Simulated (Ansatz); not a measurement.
## In (I4/mmm)

The calculation used Ansatz, DFT PBE, scalar-relativistic, plane waves, PAW.

Cutoff 420 eV; k points 10×10×4 on the computed 6-atom cell (Γ-centred); Gaussian smearing, width 0.10 eV; no spin polarisation.

The structure is relaxed at this level of theory with its symmetry kept, and needn't be the ground state of this composition.

Space group I4/mmm (No. 139), tetragonal, a = 3.830 Å, c = 3.789 Å. Around In lie 8 In at 3.30–3.31 Å and 6 In at 3.79–3.83 Å.

| Quantity | Value |
| --- | --- |
| Volume per atom | 27.79 Å³ |
| Energy over the standard state (uncorrected) | +0.006 eV/atom |
| Kohn–Sham band gap | none (metal) |
| Density of states at the Fermi level | 2.9 states/eV per cell |
| Orbital (Löwdin) character within 0.5 eV of the Fermi level | In 5p 72 %, In 5s 26 % |
| Bader charge by site (e) | In (6 in the cell) 0.00 |

The cell was found from a structure generator's guess, not taken from experiment. Löwdin shares on free-atom orbitals overweight diffuse shells.
